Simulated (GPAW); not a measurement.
Runs of GPAW 26.7.0 on SnO2. The structure is cubic, space group Pa-3 (No. 205). Conventional cell: a = 5.175 Å, b = 5.175 Å, c = 5.175 Å, α = 90.00°, β = 90.00°, γ = 90.00°. Sn (site symmetry -3) is surrounded by 6 O at 2.11 Å. O (site symmetry 3) has 3 Sn at 2.11 Å as nearest neighbours. Measurements of this composition are mostly on another form, of space group No. 136.

| task | level | potentials or basis | k mesh | band path | band points | gap on the mesh (eV) | pressure (GPa) | largest force (eV/Å) |
| --- | --- | --- | --- | --- | --- | --- | --- | --- |
| band structure | PBE | GPAW PAW data sets (gpaw-data 1.2.1), pw | 4 × 4 × 4 | GXMGRX,MR | 80 | 0.60 | -2.1 | - |
| band structure | PBEsol | PAW data sets generated in the run's folder for this functional, pw | 4 × 4 × 4 | GXMGRX,MR | 80 | 0.53 | -8.6 | (a) |
| single point | PBE | GPAW PAW data sets (gpaw-data 1.2.1), pw | 5 × 5 × 5 | - | - | 0.60 | (c) | - |
| band structure | LDA | the program's PAW data sets (release 1.2.1) made for this functional, pw | 4 × 4 × 4 | GXMGRX,MR | 80 | (b) | -14.3 | 0.05 |

Alike in all rows: no spin polarisation; cell as given; cutoff (eV) 800; smearing fermi-dirac 0.05 eV.

Q: Fill in the values left out.

A: (a) 0.03; (b) 0.49; (c) -2.0.

Caveats: spin-orbit coupling is left out, which moves the levels of the heavy elements; an odd mesh through Γ misses points on the zone boundary, where band edges often lie (some runs).

A k mesh can miss the band edges, and the runs leave out spin-orbit coupling on Sn.
